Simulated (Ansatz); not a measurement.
Input and command of a calculation in Ansatz (plane waves; scalar-relativistic PAW potentials unless the input names others):

```yaml
crystal:
  lattice:
    - [3.9364035669, 0.0, 0.0]
    - [0.0, 3.9364035669, 0.0]
    - [0.0, 0.0, 3.9364035669]
  atoms:
    - { symbol: Sr, position: [0.0, 0.0269449042, 0.0269449042] }
    - { symbol: Ti, position: [0.5, 0.5, 0.5] }
    - { symbol: O, position: [0.0, 0.5, 0.5] }
    - { symbol: O, position: [0.5, 0.0, 0.5] }
    - { symbol: O, position: [0.5, 0.5, 0.0] }
basis:
  ecutwfc: "29.4 Ry"
kpoints:
  mp_grid: { grid: [3, 3, 3] }
hamiltonian:
  xc: pbe
scf:
  occupations: { method: gaussian, width: 0.05 }
output:
  forces: true
  eigenvalues: true
  stress: true
```

```bash
ansatz run input.yaml --threads 1 --pin off --max-ram 2560MiB --backend cpu --events-out ev --progress --plain --runs-dir out
```

Abridged log:
```
Warning: basis.ecutwfc = 400.00737781 eV is below the records' recommended 420 eV, and the density's cutoff is lower with it unless basis.ecutrho_ratio is high enough to keep the records' density cutoff: compare with a run at a higher cutoff
Basis set: ecut = 400.00737781 eV, 1141 PW (Γ), exchange–correlation on 54×54×54 points (8 copies of the dense FFT grid, shifted against one another)
Bands: 25, of which v1, the nominal top of the filled ones, is band 20 counted from 1 (19 counted from 0)
Symmetry: 4 space group operations
k-points: 8 of 27 (time reversal used)
SCF iter   1: F=—  HF=-7754.322114 eV  |F-HF|=—  |Δ(HF+E_count)|=         —  Δρ=2.81e-3  dr2=5.41e-3  ethr=1.77e-3  ⟨swp⟩=6.9  Hψ=1019  notcnv=0
SCF iter   2: F=—  HF=-7754.323653 eV  |F-HF|=—  |Δ(HF+E_count)|=   1.54e-3  Δρ=1.38e-3  dr2=1.59e-3  ethr=1.35e-5  ⟨swp⟩=2.0  Hψ=331  notcnv=0
SCF iter   3: F=—  HF=-7754.323584 eV  |F-HF|=—  |Δ(HF+E_count)|=   6.96e-5  Δρ=4.23e-4  dr2=1.43e-4  ethr=3.99e-6  ⟨swp⟩=1.9  Hψ=199  notcnv=0
SCF iter   4: F=—  HF=-7754.323561 eV  |F-HF|=—  |Δ(HF+E_count)|=   2.23e-5  Δρ=6.13e-5  dr2=1.68e-6  ethr=3.56e-7  ⟨swp⟩=2.5  Hψ=281  notcnv=0
SCF iter   5: F=—  HF=-7754.322858 eV  |F-HF|=—  |Δ(HF+E_count)|=   7.03e-4  Δρ=2.75e-5  dr2=2.43e-7  ethr=4.20e-9  ⟨swp⟩=2.6  Hψ=357  notcnv=0
SCF iter   6: F=-7754.322858 eV  HF=-7754.322858 eV  |F-HF|=9.82e-9  |Δ(HF+E_count)|=   8.26e-8  Δρ=5.83e-6  dr2=3.47e-8  ethr=2.50e-10  ⟨swp⟩=9.2  Hψ=926  notcnv=0
SCF 1 converged in 6 iterations: F = -7754.322858 eV  dr2 = 3.47e-8
SCF converged after 6 iterations
Free energy (F): -7754.322858 eV
Harris-Foulkes:  -7754.322858 eV  (|F-HF|=9.82e-9)
Internal energy: -7754.322858 eV  (E = F + TS)
E sigma→0 (E₀):  -7754.322858 eV
Fermi energy:    10.385552 eV
--- Forces (eV/Å), atoms counted from 1 ---
  atom   1  Sr     0.00000000    -0.36659472    -0.36659472
  atom   2  Ti     0.00000000     0.31587165     0.31587165
  atom   3  O      0.00000000    -0.02857473    -0.02857473
  atom   4  O      0.00000000     0.11936853    -0.04005927
  atom   5  O      0.00000000    -0.04005927     0.11936853
--- Stress (GPa, compression-positive) ---
        0.823816       0.000000       0.000000
        0.000000       0.776567       0.546470
        0.000000       0.546470       0.776567
  P = ⅓ Tr σ = 0.7923 GPa (7.923 kbar)
```

Apart from outputs and empty bands, the input differs from a reference run on usual settings in basis.ecutwfc: 420 → "29.4 Ry"; kpoints.mp_grid.grid: [8, 8, 8] → [3, 3, 3]. The reference, at the same geometry (not necessarily relaxed), gave pressure 0.51 GPa, largest force 0.520 eV/Å, gap on the mesh 1.83 eV. This run converged in 6 SCF iterations (reference: 6) with an energy at zero smearing 25.38 meV/atom above the reference's, pressure 0.79 GPa, largest force 0.518 eV/Å, gap on the mesh 2.06 eV. Its k mesh and cutoff are looser than usual, and the result moved.

Time: 1.8 s on 1 thread of Intel(R) Xeon(R) Platinum 8259CL CPU @ 2.50GHz (Skylake/Cascade Lake), on a shared host, peak memory 0.36 GiB.